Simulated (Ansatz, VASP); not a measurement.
**One calculation of Si, two programs**

```
Si
1.0
     2.58186    0.00000    0.00000
    -1.29093    2.23596    0.00000
     0.00000    0.00000    8.55922
Si
4
Cartesian
  0.0000 0.0000 8.5592
  0.0000 0.0000 4.2796
  0.0000 1.4906 2.1398
  1.2909 0.7453 6.4194
```

Alike in both runs: task single point; functional PBEsol; k mesh 15 × 15 × 4; occupations fermi-dirac, width 0.1 eV; no spin polarisation.

|  | VASP | Ansatz |
| --- | --- | --- |
| version | VASP 6.6.1 | Ansatz 0.2.0 |
| potentials or method | VASP PAW PBE potentials, release 64 (Si) | plane waves (420 eV) with PAW, scalar-relativistic |
| plane-wave cutoff (eV) | 520 | 420 |
| valence electrons in the cell | 16 | 16 |

```tsv
	VASP	Ansatz	Ansatz less VASP
pressure (GPa)	15.7	15.5	-0.20
largest component of the traceless stress (GPa)	2.13	2.13	-0.003
```

The functional is the same, so the differences come from potentials, cutoffs and numerics. Ansatz warned: «pseudo_functional_mismatch».

Caveats: so large a pressure means that the cell lies far from this level's equilibrium, or that cutoff or potentials fall short (VASP); the potentials were made for another functional, which shifts forces and pressure (VASP).
